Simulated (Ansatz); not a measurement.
Runs of Ansatz 0.2.0 on KI. It takes space group Fm-3m (No. 225, cubic). Conventional cell: a = 7.066 Å, b = 7.066 Å, c = 7.066 Å, α = 90.00°, β = 90.00°, γ = 90.00°. I (site symmetry m-3m) has 6 K at 3.53 Å as nearest neighbours. K (site symmetry m-3m) has 6 I at 3.53 Å as nearest neighbours. 

```tsv
level	cutoff (eV)	gap on the mesh (eV)	pressure (GPa)	relaxed volume (Å³/atom)
r2SCAN	500	4.58	0.0	(a)
RPBE+D3(BJ)	420	4.35	0.0	(c)
revPBE	420	3.95	0.0	(b)
RPBE	420	3.95	0.0	51.06
RPBE+D4	420	4.17	0.0	46.24
```

Alike in all rows: task relaxation of cell and atoms; potentials or basis Ansatz PAW; no spin polarisation; cell relaxed; k mesh 7 × 7 × 7; smearing fermi-dirac 0.05 eV.

Problem. Fill in the values left out.

Solution. (a) 44.59; (b) 50.38; (c) 31.54.

Caveats: odd divisions of the mesh miss points on the zone boundary, where band edges often lie, so the gap on the mesh can be too wide; the plane-wave basis is chosen anew once the cell has moved, so the energies of steps on either side of that aren't comparable; spin-orbit coupling is left out, which moves the levels of the heavy elements; the PAW data sets come from PBE, with cores solved anew for the run's functional, which leaves a small shift of forces and pressure; the volume moved by over 15 % at a fixed basis, so the end points are rough (some runs).

A k mesh can miss the band edges, and the runs leave out spin-orbit coupling on I.

Runs at the PBE level aren't shown here.
